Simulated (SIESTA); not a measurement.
Runs of SIESTA 5.4.2 on MgO. It takes space group Fm-3m (No. 225, cubic). Conventional cell: a = 4.194 Å, b = 4.194 Å, c = 4.194 Å, α = 90.00°, β = 90.00°, γ = 90.00°. Mg (site symmetry m-3m) has 6 O at 2.10 Å as nearest neighbours. Around O (site symmetry m-3m) lie 6 Mg at 2.10 Å. The cell is a database's computed one.

```tsv
task	level	potentials or basis	broadening (eV)	window to (eV)	polarisation	direction	optical mesh offset	gap on the mesh (eV)	pressure (GPa)
optical spectrum	PBE	PseudoDojo 0.4 standard (PBE files), DZP (energy shift 0.003 Ry; two zetas on semicore shells)	0.1 eV	40 eV	polarized	1.0 0.0 0.0	true	4.76	10.5
single point	PBE	PseudoDojo 0.4 standard (PBE files), DZP (energy shift 0.003 Ry; two zetas on semicore shells)	-	-	-	-	-	4.76	10.5
band structure	PBEsol	PseudoDojo 0.4 standard (PBEsol files), DZP (energy shift 0.003 Ry; two zetas on semicore shells)	-	-	-	-	-	4.68	5.7
band structure	LDA	PseudoDojo 0.4 standard (LDA files), DZP (energy shift 0.003 Ry; two zetas on semicore shells)	-	-	-	-	-	(a)	-0.3
```

Alike in all rows: no spin polarisation; cell as given; k mesh 11 × 11 × 11; smearing fermi-dirac 0.05 eV; grid cutoff 800 Ry; energy shift 0.003 Ry.

Question: Fill in the values left out.

Answer: (a) 4.71.

Caveats: the basis of atomic orbitals isn't converged, which shifts pressures, moduli and gaps; the basis holds too few empty states to meet the f-sum rule, so the spectrum is short of weight at high energy (some runs); spectra need much finer meshes, so this one isn't converged (some runs); independent-particle spectra lack excitons (some runs); an odd mesh through Γ misses points on the zone boundary, where band edges often lie (some runs).
